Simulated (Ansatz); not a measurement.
input.yaml

```yaml
crystal:
  lattice:
    - [0.0, 2.2535006075, 2.2535006075]
    - [2.2535006075, 0.0, 2.2535006075]
    - [2.2535006075, 2.2535006075, 0.0]
  atoms:
    - { symbol: Ga, position: [0.0, 0.0, 0.0] }
    - { symbol: "N", position: [0.7757599221, 0.734792549, 0.7267739135] }
basis:
  ecutwfc: 420
kpoints:
  mp_grid: { grid: [10, 10, 10] }
hamiltonian:
  xc: pbesol
scf:
  occupations: { method: gaussian, width: 0.02 }
output:
  forces: true
  stress: true
  eigenvalues: true
  populations: true
```

Run as
```bash
ansatz run input.yaml --threads 1 --pin off --max-ram 1331MiB --backend cpu --events-out ev --progress --plain --runs-dir out
```

All numbers below come from DFT PBEsol, scalar-relativistic, plane waves, PAW in Ansatz 0.2.0.

From the run's log, abridged:

```
Pseudopotentials: kind: paw
Pseudopotential: Ga, paw, valence charge 13, recommended cutoff 420 eV (normal)
Pseudopotential: N, paw, valence charge 5, recommended cutoff 420 eV (normal)
Functional definition: PBEsol
Crystal: 2 atoms, lattice volume = 22.888 Å³
Basis set: ecut = 420 eV, 459 PW (Γ), exchange–correlation on 48×48×48 points (8 copies of the dense FFT grid, shifted against one another)
Bands: 13, of which v1, the nominal top of the filled ones, is band 9 counted from 1 (8 counted from 0)
Symmetry: 1 space group operations
Space group: P1 (ITA 1), of the structure as read, at distance tolerance 2.8e-5 Å
k-points: 504 of 1000 (time reversal used)
Initial density: superposition of atomic densities (neutral atoms: chi_scale 0, normalization atom), corrected by the library's trained network
Initial wavefunctions: pseudopotential atomic-orbital guess
Functional: x = pbesol(κ = 0.804, μ = 0.12345679), c = pbesol(β = 0.046)
SCF iter   1: F=—  HF=-4122.795623 eV  |F-HF|=—  |Δ(HF+E_count)|=         —  Δρ=1.22e-2  dr2=3.34e-2  ethr=1.77e-3  ⟨swp⟩=5.0  Hψ=35151  notcnv=0
SCF iter   2: F=—  HF=-4122.787271 eV  |F-HF|=—  |Δ(HF+E_count)|=   8.35e-3  Δρ=4.06e-3  dr2=4.30e-3  ethr=1.86e-4  ⟨swp⟩=2.0  Hψ=12597  notcnv=0
SCF iter   3: F=—  HF=-4122.786207 eV  |F-HF|=—  |Δ(HF+E_count)|=   1.06e-3  Δρ=1.03e-3  dr2=1.02e-4  ethr=2.39e-5  ⟨swp⟩=2.6  Hψ=11880  notcnv=0
SCF iter   4: F=—  HF=-4122.786121 eV  |F-HF|=—  |Δ(HF+E_count)|=   8.62e-5  Δρ=3.22e-4  dr2=7.97e-6  ethr=5.65e-7  ⟨swp⟩=2.1  Hψ=10426  notcnv=0
SCF iter   5: F=—  HF=-4122.786123 eV  |F-HF|=—  |Δ(HF+E_count)|=   2.48e-6  Δρ=2.77e-5  dr2=1.23e-7  ethr=4.43e-8  ⟨swp⟩=2.0  Hψ=10311  notcnv=0
SCF iter   6: F=-4122.786123 eV  HF=-4122.786123 eV  |F-HF|=3.03e-10  |Δ(HF+E_count)|=   2.16e-8  Δρ=4.39e-6  dr2=1.75e-9  ethr=5.56e-10  ⟨swp⟩=4.2  Hψ=21042  notcnv=0
SCF 1 converged in 6 iterations: F = -4122.786123 eV  dr2 = 1.75e-9
SCF converged after 6 iterations
Free energy (F): -4122.786123 eV
Harris-Foulkes:  -4122.786123 eV  (|F-HF|=3.03e-10)
Internal energy: -4122.786123 eV  (E = F + TS)
E sigma→0 (E₀):  -4122.786123 eV
Fermi energy:    10.420720 eV
--- Per-component energies (eV) ---
  E_band       = -8.386005
  E_kinetic    = 246.517942
  E_local      = -1951.092499  (includes V_loc(G=0)·N_el)
  E_nonlocal   = 475.392675
  E_hartree    = 895.725118
  E_xc         = -127.648982
  E_vxc        = -133.800056  (∫ρ·V_xc dr)
  E_paw        = -2075.819912  (= ΣΔE_a)
  E_vpaw       = -436.854733  (= ΣTr[D̂ρ^β])
  E_aug_tail   = 0.000061  (compensation charges beyond the density's cutoff)
  E_ewald      = -1586.751603
  E_core_change = 0.891077  (= ΣΔE_core)
  E_smearing   =  0.000000  (= −TS)
--- Forces (eV/Å), atoms counted from 1 ---
  atom   1  Ga    -1.03716128    -0.03934540     0.27219400
  atom   2  N      1.03716265     0.03934519    -0.27219430
--- Stress (GPa, compression-positive) ---
       -0.946362       1.264128      -0.210272
        1.264128       0.045486      -4.912183
       -0.210272      -4.912183      -0.029108
  P = ⅓ Tr σ = -0.3100 GPa (-3.100 kbar)
--- Band table (eV; the first three rows and the last of 504) ---
  k-point 0: bands = ["-6.4448", "-4.0159", "-3.9722", "-3.9497", "-3.6682", "-3.6641", "9.3106", "9.5239", "9.6646", "11.1769", "19.6169", "19.7116", "19.8903"]
  k-point 1: bands = ["-6.3301", "-3.9960", "-3.9503", "-3.9249", "-3.6695", "-3.6658", "8.2624", "9.3626", "9.5564", "12.0186", "19.2974", "19.7759", "20.0040"]
  k-point 2: bands = ["-6.0407", "-3.9474", "-3.9140", "-3.7826", "-3.6671", "-3.6650", "6.4403", "9.0530", "9.2974", "13.1018", "18.5165", "19.9884", "20.3973"]
  k-point 503: bands = ["-5.5551", "-3.9142", "-3.9041", "-3.6242", "-3.6209", "-2.3717", "2.5102", "8.2905", "8.7787", "14.0020", "18.0984", "19.3139", "20.1556"]
--- Löwdin populations: 2 sites ---
  site symbol q [e]
     0     Ga     12.2663
     1      N      5.6977
  spilling = 0.001999 (of n_electrons = 18.000000)
```

The run converged.